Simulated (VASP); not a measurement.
Set up this calculation in VASP 6.6.1, as the native input.

```yaml
Task: single point
Functional: PBE
Potentials_or_basis: VASP PAW PBE potentials, release 64 (Ni)
Cutoff: 520 eV
k_mesh: 20 × 20 × 20
Occupations: methfessel-paxton, width 0.2 eV
Spin: collinear spin, ferromagnetic start
Starting_moments: "[0.8] μB"
Further_INCAR_settings: ALGO = Fast; EDIFF = 1e-07
```

The structure of Ni lies in POSCAR:

```
Ni                                      
1.0
    0.0000000000      1.7934816956      1.7934816956
    1.7934816956      0.0000000000      1.7934816956
    1.7934816956      1.7934816956      0.0000000000
  Ni            
     1
Direct
     0.0000000000000000    0.0000000000000000    0.0000000000000000
```

The cell isn't the ideal one: a relaxed cell with its volume scaled by 1.06.

One way to write it, as run:

INCAR

```
SYSTEM = Ni
  PREC = Accurate
  ENCUT = 520
  EDIFF = 1E-7
  ISMEAR = 1
  SIGMA = 0.2
  LREAL = .False.
  LASPH = .True.
  NELM = 120
  ALGO = Fast
  ISIF = 2
  LWAVE = .False.
  LCHARG = .False.
  ISPIN = 2
  MAGMOM = 0.8
  LORBIT = 11
  LMAXMIX = 4
  GGA = PE
```

KPOINTS

```
regular mesh
0
Gamma
  20 20 20
  0 0 0
```

Potentials or basis: VASP PAW PBE potentials, release 64 (Ni).

The run is started by

```bash
$ cat potpaw_PBE.64/Ni/POTCAR > POTCAR
$ mpirun -np 1 vasp_std > vasp.out
```

It gave:

The pressure is -10.0 GPa. The band gap on the k mesh is none (metal or under the smearing width). The net moment is 0.64 μB per cell and the site moments are Ni +0.66 μB. The valence electrons inside the program's atomic spheres are Ni 9.21.

Wall time 53 s on 1 thread of Intel(R) Xeon(R) Platinum 8259CL CPU @ 2.50GHz (Skylake/Cascade Lake), with other jobs on the host, peak memory 0.17 GiB.
